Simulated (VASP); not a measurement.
## BaZrO$_{3}$ in VASP 6.6.1, single-point calculation

INCAR

```
ISMEAR = -1
IBRION = -1
PREC = Normal
LASPH = .TRUE.
LWAVE = .FALSE.
NELM = 120
EDIFF = 1E-7
LREAL = .FALSE.
NBANDS = 28
SIGMA = 0.02
ENCUT = 520
ISIF = 2
NSW = 0
GGA = PE
LCHARG = .FALSE.
```

KPOINTS

```
KPOINTS created by Atomic Simulation Environment
0
Gamma
6 6 6
0 0 0
```

POSCAR

```
Ba Zr O
 1.0000000000000000
     4.2053549142000000    0.0000000000000000    0.0000000000000000
     0.0000000000000000    4.2053549142000000    0.0000000000000000
     0.0000000000000000    0.0000000000000000    4.1212478159000003
 Ba  Zr  O
   1   1   3
Cartesian
  0.0000000000000000  0.0000000000000000  0.0000000000000000
  2.1026774571000000  2.1026774571000000  2.0606239079500002
  2.1026774571000000  2.1026774571000000  0.0000000000000000
  2.1026774571000000  0.0000000000000000  2.0606239079500002
  0.0000000000000000  2.1026774571000000  2.0606239079500002
```

The recommended PBE PAW datasets give the neutral cell 40 valence electrons.

Command

```
mpirun -np 1 vasp_std
```

OSZICAR

```
N       E                     dE             d eps       ncg     rms          rms(c)
DAV:   1     0.308888038161E+03    0.30889E+03   -0.22040E+04  2248   0.140E+03
DAV:   2    -0.287789231822E+02   -0.33767E+03   -0.32700E+03  2772   0.351E+02
DAV:   3    -0.486199746694E+02   -0.19841E+02   -0.19762E+02  3480   0.801E+01
DAV:   4    -0.491799676056E+02   -0.55999E+00   -0.55926E+00  3156   0.107E+01
DAV:   5    -0.491894983473E+02   -0.95307E-02   -0.95296E-02  3140   0.114E+00    0.296E+01
DAV:   6    -0.417174854623E+02    0.74720E+01   -0.37720E+01  2628   0.385E+01    0.131E+01
DAV:   7    -0.416529132853E+02    0.64572E-01   -0.26992E+00  3160   0.901E+00    0.796E+00
DAV:   8    -0.416451485185E+02    0.77648E-02   -0.33626E-01  2692   0.420E+00    0.710E-01
DAV:   9    -0.416405052565E+02    0.46433E-02   -0.63263E-02  2984   0.138E+00    0.513E-01
DAV:  10    -0.416420502824E+02   -0.15450E-02   -0.15707E-02  3036   0.102E+00    0.248E-01
DAV:  11    -0.416416926383E+02    0.35764E-03   -0.18475E-03  2756   0.347E-01    0.386E-02
DAV:  12    -0.416417483829E+02   -0.55745E-04   -0.17130E-04  2704   0.898E-02    0.403E-02
DAV:  13    -0.416417475540E+02    0.82893E-06   -0.24762E-05  3300   0.322E-02    0.531E-03
DAV:  14    -0.416417477487E+02   -0.19468E-06   -0.26874E-06  2668   0.123E-02    0.275E-03
DAV:  15    -0.416417477351E+02    0.13553E-07   -0.25006E-07  2536   0.342E-03
   1 F= -.41641748E+02 E0= -.41641748E+02  d E =-.867001E-11
```

From OUTCAR

```
k-points           NKPTS =     40   k-points in BZ     NKDIM =     40   number of bands    NBANDS=     28

   NELECT =      40.0000    total number of electrons

   dimension x,y,z NGX =    24 NGY =   24 NGZ =   24
   dimension x,y,z NGXF=    48 NGYF=   48 NGZF=   48

  energy-cutoff  :      520.00
  volume of cell :       72.88
      direct lattice vectors                 reciprocal lattice vectors
     4.205354914  0.000000000  0.000000000     0.237792058  0.000000000  0.000000000
     0.000000000  4.205354914  0.000000000     0.000000000  0.237792058  0.000000000
     0.000000000  0.000000000  4.121247816     0.000000000  0.000000000  0.242644957

 k-points in reciprocal lattice and weights: KPOINTS created by Atomic Simulation Env
   0.00000000  0.00000000  0.00000000       0.005
   0.16666667  0.00000000  0.00000000       0.019
   0.33333333  0.00000000  0.00000000       0.019
   0.50000000  0.00000000  0.00000000       0.009
   0.16666667  0.16666667  0.00000000       0.019
   0.33333333  0.16666667  0.00000000       0.037
   0.50000000  0.16666667  0.00000000       0.019
   0.33333333  0.33333333  0.00000000       0.019
   ...

 E-fermi :   4.3024

 k-point     1 :       0.0000    0.0000    0.0000
  band No.  band energies     occupation
      1     -43.0913      2.00000
      2     -21.4227      2.00000
      3     -21.2901      2.00000
      4     -21.2566      2.00000
      5     -21.2566      2.00000
      6     -12.5528      2.00000
      7     -12.2824      2.00000
      8     -12.2021      2.00000
      9      -6.5773      2.00000
     10      -6.5773      2.00000
     11      -6.5299      2.00000
     12       2.3865      2.00000
     13       2.3865      2.00000
     14       2.5060      2.00000
     15       2.8449      2.00000
     16       2.8449      2.00000
     17       2.9122      2.00000
     18       3.6356      2.00000
     19       3.6356      2.00000
     20       3.6829      2.00000
     21       7.0135      0.00000
     22       7.1061      0.00000
     23       7.1061      0.00000
     24       8.4457      0.00000
     25       8.6146      0.00000
     26       9.8513      0.00000
     27      11.2862      0.00000
     28      11.5699      0.00000

 k-point     2 :       0.1667    0.0000    0.0000
  band No.  band energies     occupation
      1     -43.0905      2.00000
      2     -21.4945      2.00000
      3     -21.2885      2.00000
      4     -21.2549      2.00000
      5     -21.2317      2.00000
      6     -12.5798      2.00000
      7     -12.2575      2.00000
      8     -12.0237      2.00000
      9      -6.5614      2.00000
     10      -6.5192      2.00000
     11      -6.5131      2.00000
     12       1.9625      2.00000
     13       2.2804      2.00000
     14       2.4105      2.00000
     15       2.6239      2.00000
     16       2.6428      2.00000
     17       2.6722      2.00000
     18       2.9832      2.00000
     19       3.5493      2.00000
     20       3.6003      2.00000
     21       7.2012      0.00000
     22       7.6191      0.00000
     23       7.7006      0.00000
     24       8.8748      0.00000
     25       9.0530      0.00000
     26      10.4396      0.00000
     27      11.4902      0.00000
     28      12.1193      0.00000

 ...

  Total        2.3884392      2.3884392      4.7826513      0.0000000      0.0000000      0.0000000
  in kB       52.5038003     52.5038003    105.1345030      0.0000000      0.0000000      0.0000000
  external PRESSURE =      70.0473679 kB  Pullay stress =       0.0000000 kB

 POSITION                                       TOTAL-FORCE (eV/Angst)
 -----------------------------------------------------------------------------------
      0.00000      0.00000      0.00000         0.000000      0.000000      0.000000
      2.10268      2.10268      2.06062         0.000000      0.000000      0.000000
      2.10268      2.10268      0.00000         0.000000      0.000000      0.000000
      2.10268      0.00000      2.06062         0.000000      0.000000      0.000000
      0.00000      2.10268      2.06062         0.000000      0.000000      0.000000
 -----------------------------------------------------------------------------------
    total drift:                                0.000000     -0.000000     -0.000000

  FREE ENERGIE OF THE ION-ELECTRON SYSTEM (eV)
  ---------------------------------------------------
  free  energy   TOTEN  =       -41.6417477351 eV

  energy  without entropy=      -41.6417477351  energy(sigma->0) =      -41.64174774
```

It converged. Results: gap between bands v and c on the k mesh 3.14 eV; least direct gap on the k mesh 3.33 eV; pressure 7.0 GPa. Band v is the last that the valence electrons fill when counted band by band, and c is the next.

For comparison, a separate PBE run of the intended cell, on usual settings and not on those above, gives a gap of 3.14 eV on its mesh and a pressure of 7.0 GPa.

The run above took about 34 s on one core of a shared host (Intel Xeon Platinum 8488C) and held 0.2 GiB at most.
